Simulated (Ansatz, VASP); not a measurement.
**BP in VASP and in Ansatz**

Contents of POSCAR:

```
BP
1.0
    0.0000000000      2.3551921746      2.2683156840
    2.3551921746      0.0000000000      2.2683156840
    2.3551921746      2.3551921746      0.0000000000
B P
1 1
Direct
    0.0000000000      0.0000000000      0.0000000000
    0.2500000000      0.2500000000      0.2500000000
```

File INCAR.step1:

```
PREC = Accurate ; ENCUT = 520
ISMEAR = 0 ; SIGMA = 0.01
LREAL = F ; LASPH = T
NELM = 80 ; NBANDS = 11
GGA = PE ; ALGO = Normal
EDIFF = 1E-4 ; LWAVE = T
LCHARG = F
```

File INCAR.step2:

```
PREC = Accurate ; ENCUT = 520
EDIFF = 1E-6 ; ISMEAR = 0
SIGMA = 0.01 ; LREAL = F
LASPH = T ; NELM = 80
ALGO = Normal ; ISIF = 2
LWAVE = F ; LCHARG = F
METAGGA = R2SCAN ; LMIXTAU = T
NBANDS = 11 ; ISTART = 1
```

The input KPOINTS:

```
Automatic mesh
0
Gamma
  10 10 10
```

Input for Ansatz:

```yaml
crystal:
  lattice:
    - [0.0, 2.3551921746, 2.268315684]
    - [2.3551921746, 0.0, 2.268315684]
    - [2.3551921746, 2.3551921746, 0.0]
  atoms:
    - { symbol: B, position: [0.0, 0.0, 0.0] }
    - { symbol: P, position: [0.25, 0.25, 0.25] }
kpoints:
  mp_grid: { grid: [10, 10, 10] }
  band_path:
    path:
      - [0.0, 0.0, 0.0]
      - [-0.5, -0.5, 0.0]
      - [-0.375, -0.375, 0.25]
      - [-0.375, 0.0, 0.375]
      - [0.0, 0.0, 0.5]
      - [-0.5, -0.25, 0.25]
      - [0.403646, 0.403646, 0.0]
    npoints: 1
hamiltonian:
  xc: r2scan
scf:
  occupations: { method: fixed }
  n_extra_bands: 4
output:
  forces: true
  stress: true
  eigenvalues: true
```

Change from the starting cell: biaxial_xy strain +3.8%.

Alike in both runs: task single point; functional r2SCAN; k mesh 10 × 10 × 10; no spin polarisation.

```csv
,VASP,Ansatz
version,VASP 6.6.1,Ansatz 0.2.0
potentials or method,"VASP PAW PBE potentials, release 64 (B, P)","plane waves, PAW"
plane-wave cutoff (eV),520,500
occupations,"gaussian, width 0.01 eV",fixed
valence electrons in the cell,8,8
```

```tsv
	VASP	Ansatz	Ansatz less VASP
gap on the k mesh at the Fermi level (eV)	0.97	0.94	-0.028
pressure (GPa)	-11.5	-11.1	+0.44
largest component of the traceless stress (GPa)	6.42	6.39	-0.029
```

Caveats: the PAW data sets were made with another functional, which shifts forces and pressure a little (VASP). A k mesh can miss the band edges.
